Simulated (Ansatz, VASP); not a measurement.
**WC in VASP and in Ansatz**

```xyz
2
Lattice="0.0000 2.1927 2.1927 2.1927 0.0000 2.1927 2.1927 2.1927 0.0000" Properties=species:S:1:pos:R:3 pbc="T T T"
W    -0.0044   -0.0321   -0.0488
C     2.1767    2.2019    2.2440
```

Change from the starting cell: atoms moved at random, drawn with an rms of 0.05 Å.

Alike in both runs: task single point; functional PBE; k mesh 10 × 10 × 10; occupations fermi-dirac, width 0.05 eV; no spin polarisation.

|  | VASP | Ansatz |
| --- | --- | --- |
| version | VASP 6.6.1 | Ansatz 0.2.0 |
| potentials or method | VASP PAW PBE potentials, release 64 (W_sv, C), cutoff 520 eV | all-electron LAPW, scalar-relativistic |

Ansatz gave:

| Item | Value |
| --- | --- |
| gap on the k mesh at the Fermi level (eV) | none |
| pressure (GPa) | 0.5 |
| largest component of the traceless stress (GPa) | 3.18 |
| rms of the force components (eV/Å) | 0.418 |

What did VASP give for the same quantities?

gap on the k mesh at the Fermi level (eV): none; pressure (GPa): 1.4; largest component of the traceless stress (GPa): 3.21; rms of the force components (eV/Å): 0.423.

Atom by atom the forces differ by 0.006 eV/Å (rms over components). A gap of «none» marks a metal or a gap that the smearing closes. Ansatz ran all-electron here, so the differences hold the error of VASP's frozen core and of both bases.

Spin-orbit coupling is left out, which matters for the levels of W.
